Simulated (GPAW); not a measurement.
Input of a GPAW 26.7.0 run:

Contents of run.py:

```python
from ase import Atoms
from ase.eos import EquationOfState
from ase.io import Trajectory
from ase.units import GPa
from gpaw import GPAW, PW, setup_paths

setup_paths.insert(0, '.')

atoms = Atoms(['As', 'B'],
              cell=[[0.0, 2.3885, 2.3885],
                    [2.3885, 0.0, 2.3885],
                    [2.3885, 2.3885, 0.0]],
              scaled_positions=[[0.75, 0.75, 0.75],
                                [0.0, 0.0, 0.0]],
              pbc=True)

traj = Trajectory('eos.traj', 'w')
volumes, energies = [], []
for x in [0.94, 0.96, 0.98, 1.0, 1.02, 1.04, 1.06]:
    a = atoms.copy()
    a.set_cell(atoms.cell * x**(1 / 3), scale_atoms=True)
    calc = GPAW(mode=PW(800),
                xc='GGA_X_OPTX+GGA_C_LYP',
                kpts={'size': (8, 8, 8), 'gamma': True},
                occupations={'name': 'fermi-dirac', 'width': 0.05},
                nbands=11,
                convergence={'density': 1e-05, 'energy': 1e-05},
                maxiter=150,
                txt=f'eos-{x:.2f}.txt')
    a.calc = calc
    energies.append(a.get_potential_energy(force_consistent=True))
    volumes.append(a.get_volume())
    p = -a.get_stress()[:3].mean() / GPa
    calc.write(f'eos-{x:.2f}.gpw')
    traj.write(a)
    print(f'{x:.2f} {volumes[-1]:10.4f} A^3 {energies[-1]:14.6f} eV {p:9.3f} GPa', flush=True)

v0, e0, B = EquationOfState(volumes, energies, eos='birchmurnaghan').fit()
print(f'V0 = {v0:.4f} A^3, E0 = {e0:.6f} eV, B0 = {B / GPa:.2f} GPa')
```

Potentials or basis: PAW data sets generated in the run's folder for this functional, pw.

Launch:

```sh
$ gpaw-setup -f GGA_X_OPTX+GGA_C_LYP As B
$ OMP_NUM_THREADS=1 python run.py
```

Task: What does it give for the bulk modulus?

Result: 129 GPa.

Task: Predict the equilibrium volume.

Result: 13.94 Å³/atom.

Task: Predict the pressure derivative of the bulk modulus.

Result: 4.2.

Energy against volume, from the lowest point:
```csv
volume (Å³/atom),energy (meV/atom)
12.809,42.92
13.081,23.84
13.354,10.70
13.626,2.93
13.899,0.00
14.171,1.45
14.444,6.84
```

**Experimental background.**

From “Basic Physical Properties of Cubic Boron Arsenide”, 2019, arxiv:1911.11281, for a bulk crystal of BAs: bulk modulus 148 GPa.

Against the measured bulk modulus of BAs, 148 GPa (quoted in “Basic Physical Properties of Cubic Boron Arsenide”, 2019, arxiv:1911.11281), the calculated 129 GPa is off by -12.6 %. The fit is for a static lattice scaled at fixed shape and fixed fractional positions.
